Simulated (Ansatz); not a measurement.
The system is Sn.

```
Sn
1.0
    -2.02919    2.02919    1.66076
     2.02919   -2.02919    1.66076
     2.02919    2.02919   -1.66076
Sn
1
Direct
  0.00000 0.00000 0.00000
```

This isn't the form of Sn at room conditions, which is tetragonal (white tin).

- Program: Ansatz 0.2.0
- Task: relaxation of cell and atoms
- Functional: B3LYP
- Potentials or basis: Ansatz PAW
- Cutoff: 420 eV (not typed: the program's choice for these potentials)
- k mesh: 5 × 5 × 5
- Occupations: fermi-dirac, width 0.05 eV
- Spin: no spin polarisation

At the start: volume 27.35 Å³/atom.

Problem. How do energy, volume and symmetry change on relaxing?

Solution. It ends after 7 steps and the volume is 31.38 Å³/atom (+14.7 %); space group I4/mmm (No. 139, to 0.05 Å).

Step by step:
```
step  energy change (eV)  largest force (eV/Å)  volume (Å³)
   1              0.0000                0.0000        27.35
   2             -0.0711                0.0000        29.81
   3             -0.0852                0.0000        31.59
   4             -0.0854                0.0000        31.41
   5             -0.0860                0.0000        31.41
   6             -0.0860                0.0000        31.38
   7             -0.0860                0.0000        31.38
```

Final structure:
```
CELL_PARAMETERS angstrom
-2.08379 2.08379 1.80662
2.08379 -2.08379 1.80662
2.08379 2.08379 -1.80662
ATOMIC_POSITIONS crystal
Sn 0.00000 0.00000 0.00000
```

Caveat: the k mesh is coarse (spacing up to 0.49 Å⁻¹), so the values aren't converged, least of all with exact exchange; the plane-wave basis is chosen anew once the cell has moved, so the energies of steps on either side of that aren't comparable; the PAW data sets come from PBE, with cores solved anew for the run's functional, which leaves a small shift of forces and pressure.
